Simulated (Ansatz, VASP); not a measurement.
One calculation of CdTe, two programs

POSCAR

```
CdTe
1.0
    0.0000000000      3.1248750000      3.2050000000
    3.1248750000      0.0000000000      3.2050000000
    3.1248750000      3.1248750000      0.0000000000
Cd Te
1 1
Direct
    0.0000000000      0.0000000000      0.0000000000
    0.7500000000      0.7500000000      0.7500000000
```

INCAR.step1

```
PREC = Accurate
ENCUT = 520
ISMEAR = 0
SIGMA = 0.05
LREAL = F
LASPH = T
NELM = 80
NBANDS = 16
GGA = PE
ALGO = Normal
EDIFF = 1E-4
LWAVE = T
LCHARG = F
```

Contents of INCAR.step2:

```
PREC = Accurate
ENCUT = 520
EDIFF = 1E-6
ISMEAR = 0
SIGMA = 0.05
LREAL = F
LASPH = T
NELM = 80
ALGO = Normal
ISIF = 2
LWAVE = F
LCHARG = F
METAGGA = R2SCAN
LMIXTAU = T
NBANDS = 16
ISTART = 1
```

The input KPOINTS:

```
Automatic mesh
0
Gamma
  8 8 8
```

Input for Ansatz:

```yaml
crystal:
  lattice:
    - [0.0, 3.124875, 3.205]
    - [3.124875, 0.0, 3.205]
    - [3.124875, 3.124875, 0.0]
  atoms:
    - { symbol: Cd, position: [0.0, 0.0, 0.0] }
    - { symbol: Te, position: [0.75, 0.75, 0.75] }
basis:
  ecutwfc: 500
kpoints:
  mp_grid: { grid: [8, 8, 8] }
hamiltonian:
  xc: r2scan
scf:
  occupations: { method: gaussian, width: 0.05 }
output:
  forces: true
  stress: true
  eigenvalues: true
```

Change from the starting cell: strain -0.025 along x and y, +0.000 along z, atoms carried along.

Alike in both runs: task single point; functional r2SCAN; k mesh 8 × 8 × 8; occupations gaussian, width 0.05 eV; no spin polarisation.

```csv
,VASP,Ansatz
version,VASP 6.6.1,Ansatz 0.2.0
potentials or method,"VASP PAW PBE potentials, release 64 (Cd, Te)","scalar-relativistic, plane waves, PAW"
plane-wave cutoff (eV),520,500
valence electrons in the cell,18,36
```

VASP gave:

| Quantity | Value |
| --- | --- |
| gap on the k mesh at the Fermi level (eV) | 1.52 |
| least direct gap on the mesh (eV) | 1.52 |
| pressure (GPa) | 6.5 |
| largest component of the traceless stress (GPa) | 0.21 |

Estimate Ansatz's values.

gap on the k mesh at the Fermi level (eV): 1.52; least direct gap on the mesh (eV): 1.52; pressure (GPa): 6.3; largest component of the traceless stress (GPa): 0.21.

The two sets of potentials don't hold the same shells in valence.

Caveats: the PAW data sets were made with another functional, which shifts forces and pressure a little (VASP); spin-orbit coupling is left out, which moves the levels of the heavy elements.
